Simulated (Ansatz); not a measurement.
**Al2Cu: enthalpy against pressure**

Al2Cu, I4/mcm, a = 6.052 Å, c = 4.883 Å. The structure is a Materials Project entry; whether it is the stable form wasn't checked. Ansatz: PBE, PAW, 420 eV, Γ-centred 10×10×10 mesh on 6 atoms, Gaussian smearing 0.10 eV; no spin polarisation. Cell and atoms are relaxed at each pressure, and no other structure is tried, so the rows at high pressure may lie past a change of phase. y is the enthalpy over the state at zero pressure; there V0 = 14.906 Å³/atom. The pressures are the targets, met within 0.05 GPa.

```
P (GPa) y (eV/atom)
   -1.0      -0.0935
    0.0       0.0000
    1.0       0.0926
    4.0       0.3652
   12.0            ?
   25.0       2.1173
   50.0       3.9760
   90.0       6.6470
```

Task: Fit y = c1 P + c2 P² + c3 P³ to the other rows, say what c1 and c2 mean, and predict the missing value.

Result: Least squares on the rows shown. y = 0.091380 P − 0.00029099 P² + 1.0699×10⁻⁶ P³. Since dH/dP = V, c1 is V0: 0.091380 eV/GPa × 160.2 = 14.639 Å³ against 14.906; c2 = −V0/(2B0) gives B0 = 157 GPa, where a Birch–Murnaghan fit to the volumes of the same runs (not shown) gives 100 GPa: a cubic over this range folds the higher terms into c2. At P = 12.0 the fit asked for gives 1.0565 eV/atom. The run gave 1.0607 eV/atom, so the fit is 0.0042 eV/atom too low, within twice the rms miss on the fitted rows (0.0022 eV/atom).